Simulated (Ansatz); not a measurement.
# Direct or indirect: SnSe2 sheet (P-3m1)

```xyz
3
Lattice="3.8694 0.0000 0.0000 -1.9347 3.3510 0.0000 0.0000 0.0000 18.1900" Properties=species:S:1:pos:R:3 pbc="T T T"
Sn    0.0000    2.2340    9.0950
Se    0.0000    0.0000   10.6911
Se    1.9347    1.1170    7.4989
```

Method: Ansatz, PBE, independent particles, without spin-orbit coupling, line width 0.1 eV (Gaussian). The band structure gives a fundamental gap of 0.78 eV. The spectrum of vertical transitions near the edge:

```csv
E (eV),"absorbance (%), E ∥ xy"
0.30,0.00
0.42,0.00
0.54,0.00
0.66,0.00
0.78,0.00
0.90,0.00
1.02,0.01
1.14,0.13
1.26,0.35
1.38,0.54
1.50,0.81
1.62,1.24
1.74,1.64
1.86,2.07
1.98,3.39
2.10,4.28
2.22,4.54
2.34,5.25
2.46,5.23
2.58,5.23
```

Problem. Is the gap direct or indirect, and about where do vertical transitions set in?

Solution. Indirect, by the band path, whose least direct gap is 1.10 eV. The curves fit this: they stay near zero above 0.78 eV and rise only from about 1.1 eV, though a forbidden direct transition would look alike. Lines are broadened by 0.1 eV, which spreads the edge, and phonons, which would give weak absorption from the fundamental gap up, are left out.

Note: cells built here by substitution need not match a known phase.

[Logs are printed without paths, hosts, clocks, repeated set-up lines and the standing remarks that a program may print on its own settings, such as how far it seeks lower states.]
